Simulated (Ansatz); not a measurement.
**Si: the band gap up the ladder of functionals**

An exercise on one series of results from a longer session: the logs are not shown, and one member is left open.

The runs shown are made with Ansatz 0.2.0. PAW datasets, plane waves. Computed at 0 K without zero-point motion; spin polarisation is off.

## The cell

The cell was relaxed beforehand with r2SCAN.

The symmetry is Fd-3m (No. 227, cubic); a = 5.444 Å in the conventional setting, 20.17 Å³ an atom. Near Si stand 4 Si at 2.36 Å.

As a file:

```
CELL_PARAMETERS angstrom
0.00000 2.72212 2.72212
2.72212 0.00000 2.72212
2.72212 2.72212 0.00000
ATOMIC_POSITIONS crystal
Si 0.25000 0.25000 0.25000
Si 0.00000 0.00000 0.00000
```

Set-up of the first run:

The input, input.yaml:

```yaml
crystal:
  lattice:
    - [0.0, 2.7221197377, 2.7221197377]
    - [2.7221197377, 0.0, 2.7221197377]
    - [2.7221197377, 2.7221197377, 0.0]
  atoms:
    - { symbol: Si, position: [0.25, 0.25, 0.25] }
    - { symbol: Si, position: [0.0, 0.0, 0.0] }
kpoints:
  mp_grid: { grid: [8, 8, 8] }
  band_path:
    path:
      - [[0.0, 0.0, 0.0], [0.5, -1.447751086065e-35, 0.5], [0.625, 0.25, 0.625]]
      - [[0.375, 0.375, 0.75], [0.0, 0.0, 0.0], [0.5, 0.5, 0.5], [0.5, 0.25, 0.75], [0.5, -1.447751086065e-35, 0.5]]
    npoints: 10
hamiltonian:
  xc: pbe
scf:
  occupations: { method: fermi_dirac, width: 0.02 }
  n_extra_bands: 4
output:
  forces: true
  stress: true
  eigenvalues: true
  write_density: true
  write_potential: true
  elf: true
  volumetric_format: npy
```

Run with:

```sh
> ansatz run input.yaml --threads 2 --pin off --max-ram 2211MiB --backend cpu --events-out ev --progress --plain --runs-dir out
```

Among the steps run: Band structure with PBE; r2SCAN at the same geometry; Single point with HSE06; PBE0; LDA at the same geometry; Quasiparticle levels, G0W0@PBE; One-shot GW from PBE; DDH-PBE0 at the same geometry; r2SCANh at the same geometry; Single point with Hartree-Fock.

One of the session's tables, all rows but one given; the rest of the session is left out.

| level | gap (eV) |
| --- | --- |
| PBE | 0.59 |
| r2SCAN | 0.77 |
| HSE06 | 1.14 |
| PBE0 | 1.80 |
| LDA | 0.48 |
| G0W0@PBE (120 empty bands) | 1.04 |
| G0W0@PBE (298 empty bands) | 1.10 |
| DDH-PBE0 | 0.94 |
| r2SCANh | 1.20 |
| Hartree-Fock | ? |

**Question.** Estimate the row for Hartree-Fock.

As computed: gap (eV): 6.38. In the column «gap (eV)» it is the highest.

Meshes: PBE 8×8×8, r2SCAN 8×8×8, HSE06 6×6×6, PBE0 6×6×6, LDA 8×8×8, DDH-PBE0 6×6×6, r2SCANh 6×6×6, Hartree-Fock 6×6×6

To keep in mind: Warnings in the runs' records: stress exchange threshold loose, stress scf threshold loose.
